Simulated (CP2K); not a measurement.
**Ni under changes of volume**

One of the cells (10.492 Å³/atom); the others are scaled copies at fixed shape and fractional positions:

```
Ni
1.0
     2.45730    0.00000    0.00000
     1.22865    2.12808    0.00000
     1.22865    0.70936    2.00638
Ni
1
Direct
  0.00000 0.00000 0.00000
```

```yaml
Program: CP2K 2026.2
Functional: PBE
Potentials_or_basis: GTH_POTENTIALS Ni GTH-PBE-q18; TZVP-MOLOPT-SR-GTH basis
Density_cutoff: 8163 eV
k_mesh: 13 × 13 × 13
Occupations: fermi-dirac, width 0.05 eV
Spin: collinear spin, ferromagnetic start
Starting_moments: "[1.0] μB"
```

```tsv
volume (Å³/atom)	energy over the lowest point (meV/atom)	pressure (GPa)
9.862	78.09	26.0
10.072	48.48	19.6
10.282	26.85	13.8
10.492	?	?
10.702	2.71	4.3
10.912	0.00	0.2
11.122	2.36	-3.5
```

**Question.** What does the run at 10.492 Å³/atom give?

**Answer.** Energy over the lowest point 11.11 meV/atom; pressure 8.9 GPa.

Worked out: A Birch-Murnaghan fit of order 3 (a polynomial in V^(-2/3)) to the other rows has its minimum at 10.92 Å³/atom with B0 = V·E''(V) = 213 GPa and B' = 3.2. It gives 11.59 meV/atom at 10.492 Å³/atom, against the run's 11.11, and -dE/dV = 9.0 GPa, against 8.9.

Energies are extrapolated to zero smearing.

Caveats: the basis of atomic orbitals isn't converged, which shifts pressures, moduli and gaps; the total moment is fixed, so each spin has its own Fermi level.
